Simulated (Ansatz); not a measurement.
HfC:

```
CELL_PARAMETERS angstrom
0.00000 2.32500 2.32500
2.32500 0.00000 2.32500
2.32500 2.32500 0.00000
ATOMIC_POSITIONS crystal
Hf 0.50000 0.50000 0.50000
C 0.00000 0.00000 0.00000
```

| Property | Result |
| --- | --- |
| Program | Ansatz 0.2.0 |
| Task | relaxation of cell and atoms |
| Functional | PBEsol |
| Potentials or basis | Ansatz PAW |
| Cutoff | 420 eV (not typed: the program's choice for these potentials) |
| k mesh | 10 × 10 × 10 |
| Occupations | fermi-dirac, width 0.05 eV |
| Spin | no spin polarisation |

At the start: volume 12.57 Å³/atom.

**Question.** Where does the relaxation end?

**Answer.** It ends after 5 steps and the volume is 12.23 Å³/atom (-2.7 %); space group Fm-3m (No. 225, to 0.05 Å).

The path:
| step | energy change (eV) | largest force (eV/Å) | volume (Å³) |
| --- | --- | --- | --- |
| 1 | 0.0000 | 0.0000 | 25.14 |
| 2 | -0.0074 | 0.0000 | 23.94 |
| 3 | -0.0152 | 0.0000 | 24.47 |
| 4 | -0.0153 | 0.0000 | 24.45 |
| 5 | -0.0143 | 0.0000 | 24.45 |

Final structure:
```cif
data_structure
_symmetry_space_group_name_H-M 'P 1'
_symmetry_Int_Tables_number 1
_cell_length_a 3.2579
_cell_length_b 3.2579
_cell_length_c 3.2579
_cell_angle_alpha 60.000
_cell_angle_beta 60.000
_cell_angle_gamma 60.000
_cell_volume 24.45
loop_
_atom_site_label
_atom_site_type_symbol
_atom_site_fract_x
_atom_site_fract_y
_atom_site_fract_z
_atom_site_occupancy
Hf1 Hf 0.50000 0.50000 0.50000 1
C1 C 0.00000 0.00000 0.00000 1
```

Caveat: the plane-wave basis is chosen anew once the cell has moved, so the energies of steps on either side of that aren't comparable; the PAW data sets come from PBE, with cores solved anew for the run's functional, which leaves a small shift of forces and pressure.
